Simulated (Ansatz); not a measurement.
The following input was run with Ansatz 0.2.0.

```yaml
crystal:
  lattice:
    - [4.4918576321, -0.1781776133, -0.1781776133]
    - [-0.1781776133, 4.4918576321, -0.1781776133]
    - [-0.1781776133, -0.1781776133, 4.4918576321]
  atoms:
    - { symbol: Li, position: [0.8713530679, 0.1002301719, 0.624429901] }
    - { symbol: Li, position: [0.4039868593, 0.4039868593, 0.4039868593] }
    - { symbol: Li, position: [0.1002301719, 0.624429901, 0.8713530679] }
    - { symbol: Li, position: [0.624429901, 0.8713530679, 0.1002301719] }
basis:
  ecutwfc: 420
kpoints:
  mp_grid: { grid: [9, 9, 9] }
hamiltonian:
  xc: pbe
scf:
  occupations: { method: gaussian, width: 0.1 }
output:
  forces: true
  stress: true
  eigenvalues: true
  populations: true
```

It can be run as
```bash
ansatz run input.yaml --threads 1 --pin off --backend cpu --events-out ev --progress --plain --runs-dir out  # memory cap (--max-ram) not shown
```

Computed with Ansatz 0.2.0, DFT PBE, scalar-relativistic, plane waves, PAW.

From the run's log, abridged:

```
Pseudopotentials: kind: paw
Pseudopotential: Li, paw, valence charge 3, recommended cutoff 420 eV (normal)
Functional definition: PBE
Crystal: 4 atoms, lattice volume = 90.192 Å³
Basis set: ecut = 420 eV, 1759 PW (Γ), exchange–correlation on 64×64×64 points (8 copies of the dense FFT grid, shifted against one another)
Bands: 10, of which v1, the nominal top of the filled ones, is band 6 counted from 1 (5 counted from 0)
Symmetry: 3 space group operations
Space group: R3 (ITA 146), of the structure as read, at distance tolerance 4.5e-5 Å
k-points: 125 of 729 (time reversal used)
Initial density: superposition of atomic densities (neutral atoms: chi_scale 0, normalization atom), corrected by the library's trained network
Initial wavefunctions: pseudopotential atomic-orbital guess
Functional: x = pbe(κ = 0.804, μ = 0.21951497), c = pbe(β = 0.06672455)
SCF iter   1: F=—  HF=-817.713592 eV  |F-HF|=—  |Δ(HF+E_count)|=         —  Δρ=1.10e-3  dr2=2.02e-3  ethr=1.77e-3  ⟨swp⟩=4.1  Hψ=6730  notcnv=0
SCF iter   2: F=—  HF=-817.713404 eV  |F-HF|=—  |Δ(HF+E_count)|=   1.88e-4  Δρ=7.56e-4  dr2=1.04e-3  ethr=1.68e-5  ⟨swp⟩=1.0  Hψ=2250  notcnv=0
SCF iter   3: F=—  HF=-817.713428 eV  |F-HF|=—  |Δ(HF+E_count)|=   2.46e-5  Δρ=1.37e-4  dr2=3.61e-5  ethr=8.68e-6  ⟨swp⟩=1.0  Hψ=1244  notcnv=0
SCF iter   4: F=—  HF=-817.713434 eV  |F-HF|=—  |Δ(HF+E_count)|=   5.92e-6  Δρ=2.29e-5  dr2=4.83e-7  ethr=3.01e-7  ⟨swp⟩=1.0  Hψ=1244  notcnv=0
SCF iter   5: F=-817.713435 eV  HF=-817.713435 eV  |F-HF|=5.77e-9  |Δ(HF+E_count)|=   4.68e-7  Δρ=5.10e-6  dr2=3.50e-8  ethr=4.03e-9  ⟨swp⟩=2.0  Hψ=1507  notcnv=0
SCF iter   6: F=-817.713435 eV  HF=-817.713435 eV  |F-HF|=6.06e-10  |Δ(HF+E_count)|=   7.29e-9  Δρ=1.12e-6  dr2=1.38e-9  ethr=2.91e-10  ⟨swp⟩=2.1  Hψ=3853  notcnv=0
SCF 1 converged in 6 iterations: F = -817.713435 eV  dr2 = 1.38e-9
SCF converged after 6 iterations
Free energy (F): -817.713435 eV
Harris-Foulkes:  -817.713435 eV  (|F-HF|=6.06e-10)
Internal energy: -817.704191 eV  (E = F + TS)
E sigma→0 (E₀):  -817.708813 eV
Entropy (-TS):   -0.009244 eV (-2.311 meV/atom)
Fermi energy:    0.795022 eV
--- Per-component energies (eV) ---
  E_band       = -373.266543
  E_kinetic    = 84.040485
  E_local      = -556.263651  (includes V_loc(G=0)·N_el)
  E_nonlocal   = -132.992274
  E_hartree    = 166.761723
  E_xc         = -39.652058
  E_vxc        = -51.026816  (∫ρ·V_xc dr)
  E_paw        = -84.033278  (= ΣΔE_a)
  E_vpaw       = -50.548089  (= ΣTr[D̂ρ^β])
  E_aug_tail   = 0.000049  (compensation charges beyond the density's cutoff)
  E_ewald      = -255.565188
  E_smearing   = -0.009244  (= −TS)
--- Forces (eV/Å), atoms counted from 1 ---
  atom   1  Li     0.14344611    -0.11723002     0.00601055
  atom   2  Li    -0.03222736    -0.03222736    -0.03222736
  atom   3  Li    -0.11723002     0.00601055     0.14344611
  atom   4  Li     0.00601055     0.14344611    -0.11723002
--- Stress (GPa, compression-positive) ---
        0.009033       0.030940       0.030940
        0.030940       0.009033       0.030940
        0.030940       0.030940       0.009033
  P = ⅓ Tr σ = 0.0090 GPa (0.090 kbar)
--- Band table (eV; the first three rows and the last of 125) ---
  k-point 0: bands = ["-46.3953", "-46.3563", "-46.3563", "-46.2535", "-2.6953", "2.7927", "2.7927", "2.8295", "3.2532", "3.3944"]
  k-point 1: bands = ["-46.3945", "-46.3597", "-46.3537", "-46.2535", "-2.6246", "1.8656", "2.7737", "2.9008", "3.3170", "3.4621"]
  k-point 2: bands = ["-46.3922", "-46.3637", "-46.3519", "-46.2536", "-2.4124", "0.8082", "2.7563", "3.0544", "3.4417", "3.8015"]
  k-point 124: bands = ["-46.3736", "-46.3702", "-46.3630", "-46.2543", "0.3665", "0.7305", "0.9120", "1.4874", "2.3252", "2.4919"]
--- Löwdin populations: 4 sites ---
  site symbol q [e]
     0     Li      2.8856
     1     Li      2.8769
     2     Li      2.8856
     3     Li      2.8856
  spilling = 0.038847 (of n_electrons = 12.000000)
```

The calculation finished and met its thresholds.